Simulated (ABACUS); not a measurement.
Runs of ABACUS 3.10.1 on AlRu. Symmetry: Pm-3m, No. 221, cubic system. The conventional cell has a = 2.992 Å, b = 2.992 Å, c = 2.992 Å, α = 90.00°, β = 90.00°, γ = 90.00°. Ru (site symmetry m-3m) has 8 Al at 2.59 Å as nearest neighbours. Al (site symmetry m-3m) is surrounded by 8 Ru at 2.59 Å. 

```csv
task,potentials or basis,cell,gap on the mesh (eV),pressure (GPa),V0 of scaled cells (Å³/atom),B0 (GPa)
equation of state,"PseudoDojo NC SR 0.4.1 PBE standard, TZDP LCAO (the cutoffs set its grid)",as given,-,-,13.57,(a)
single point,"PseudoDojo NC SR 0.4.1 PBE standard, DZP LCAO (the cutoffs set its grid)",as given,none,3.5,-,-
equation of state,"PseudoDojo NC SR 0.4.1 PBE standard, DZP LCAO (the cutoffs set its grid)",as given,-,-,13.61,202
single point,"PseudoDojo NC SR 0.4.1 PBE standard, TZDP LCAO (the cutoffs set its grid)",as given,none,(b),-,-
single point,"PseudoDojo NC SR 0.4.1 PBE standard, DZP LCAO (the cutoffs set its grid)","atoms moved at random, drawn with an rms of 0.05 Å",none,4.1,-,-
```

Alike in all rows: level PBE; no spin polarisation; k mesh 9 × 9 × 9; cutoff (eV) 1361; smearing fermi-dirac 0.05 eV.

Estimate the missing entries.

(a) 204; (b) 2.9.

Caveats: the atomic orbitals were generated for these runs and aren't a published set; the basis of atomic orbitals isn't converged, which shifts pressures, moduli and gaps.

A k mesh can miss the band edges, and the runs leave out spin-orbit coupling on Ru.

A gap of «none» marks a metal or a gap under the smearing width.
